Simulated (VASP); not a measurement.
Set up this calculation in VASP 6.6.1, as the native input.

| Property | Result |
| --- | --- |
| Task | single point |
| Functional | PBE |
| Potentials or basis | VASP PAW PBE potentials, release 64 (Ni) |
| Cutoff | 520 eV |
| k mesh | 13 × 13 × 13 |
| Occupations | gaussian, width 0.026 eV |
| Spin | collinear spin, ferromagnetic start |
| Starting moments | [1.0] μB |
| Further INCAR settings | ALGO = Normal; EDIFF = 1e-07; NBANDS = 15 |

The structure of Ni lies in POSCAR:

```
Ni
1.0
    0.0000000000      1.7375729330      1.7375729330
    1.7375729330      0.0000000000      1.7375729330
    1.7375729330      1.7375729330      0.0000000000
Ni
1
Direct
    0.0000000000      0.0000000000      0.0000000000
```

One way to write it, as run:

INCAR

```
ALGO = Normal ; EDIFF = 1E-7
ENCUT = 520 ; GGA = PE
ISIF = 2 ; ISMEAR = 0
ISPIN = 2 ; LASPH = True
LCHARG = True ; LELF = True
LMAXMIX = 4 ; LORBIT = 11
LREAL = False ; LVHAR = True
LWAVE = False ; MAGMOM = 1
NBANDS = 15 ; NELM = 120
PREC = Accurate ; SIGMA = 0.026000000000000002
```

KPOINTS

```
k-points
0
Gamma
  13 13 13
```

Potentials or basis: VASP PAW PBE potentials, release 64 (Ni).

The run is started by

```bash
$ cat potpaw_PBE.64/Ni/POTCAR > POTCAR
$ mpirun -np 1 vasp_std > vasp.out
```

It gave:

```yaml
Pressure: 7.8 GPa
Band_gap_on_the_k_mesh: none (metal or under the smearing width)
Net_moment: 0.62 μB per cell
Site_moments: Ni +0.63 μB
Valence_electrons_inside_the_program's_atomic_spheres: Ni 9.38
```

Run time: 14 s on 1 thread of Intel(R) Xeon(R) 6975P-C (Granite Rapids), on a shared host, peak memory 0.13 GiB.
